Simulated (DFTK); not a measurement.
Input of a DFTK 0.8.2 run:

File run.jl:

```julia
using DFTK
using PseudoPotentialData
using Unitful, UnitfulAtomic
using LinearAlgebra, Printf
include("save.jl")
disable_threading()

# lattice vectors are the columns
lattice = austrip(1u"Å") * [       -1.8921         1.8921         1.8921;
                   1.8921        -1.8921         1.8921;
                   4.7573         4.7573        -4.7573]
symbols   = [:Ti, :Ti, :O, :O, :O, :O]
positions = [[0.75, 0.25, 0.5],
             [0.0, 0.0, 0.0],
             [0.7919, 0.7919, 0.0],
             [0.5419, 0.0419, 0.5],
             [0.9581, 0.4581, 0.5],
             [0.2081, 0.2081, 0.0]]
pseudopotentials = PseudoFamily("dojo.nc.sr.pbesol.v0_4_1.standard.upf")
elements = Dict(s => ElementPsp(s, pseudopotentials) for s in unique(symbols))
atoms    = [elements[s] for s in symbols]

build_model(lattice, positions; symmetries=true) =
    model_DFT(lattice, atoms, positions;
              functionals=PBEsol(),
              temperature=austrip(0.05u"eV"),
              smearing=Smearing.FermiDirac(),
              symmetries)
Ecut  = 42.0  # hartree
kgrid = [10, 10, 10]
tol   = 1e-6
to_GPa = ustrip(uconvert(u"GPa", 1u"hartree/bohr^3"))

model = build_model(lattice, positions)
basis = PlaneWaveBasis(model; Ecut, kgrid)
display(basis)
scfres = self_consistent_field(basis;
                               tol,
                               nbandsalg=AdaptiveBands(model; n_bands_converge=30))
display(scfres.energies)
@printf "Fermi level: %.6f eV\n" ustrip(auconvert(u"eV", something(scfres.εF, NaN)))
forces = compute_forces_cart(scfres)
println("Forces (eV/Å)")
for (s, f) in zip(symbols, forces)
    @printf "%-3s %12.6f %12.6f %12.6f\n" s ustrip.(auconvert.(u"eV/Å", f))...
end
stress = compute_stresses_cart(scfres)
println("Stress (GPa)")
display(round.(stress * to_GPa; digits=4))
println("Levels at the first k-point (eV): ", round.(ustrip.(auconvert.(u"eV", scfres.eigenvalues[1][1:scfres.n_bands_converge])); digits=4))
save_scf!(scfres; forces, stress)
```

Potentials or basis: dojo.nc.sr.pbesol.v0_4_1.standard.upf (PBEsol).

Run with:

```console
$ julia --threads=1 run.jl  # save.jl only writes the numbers to a file and isn't shown; printed stress counts tension as positive; times include loading and compiling
```

Task: Estimate the band gap on the k mesh.

Result: 2.11 eV, indirect (least direct gap 2.45 eV).

Task: Estimate the pressure.

Result: -1.6 GPa.

Task: Estimate the largest force.

Result: 0.030 eV/Å.

Forces on the atoms (eV/Å):
```
Ti   0.000  0.000  0.000
Ti   0.000  0.000  0.000
O    0.000  0.000  0.030
O    0.000  0.000  0.030
O    0.000  0.000 -0.030
O    0.000  0.000 -0.030
```

A k mesh can miss the band edges. PBEsol gaps usually lie below the measured ones, often by a third to a half.
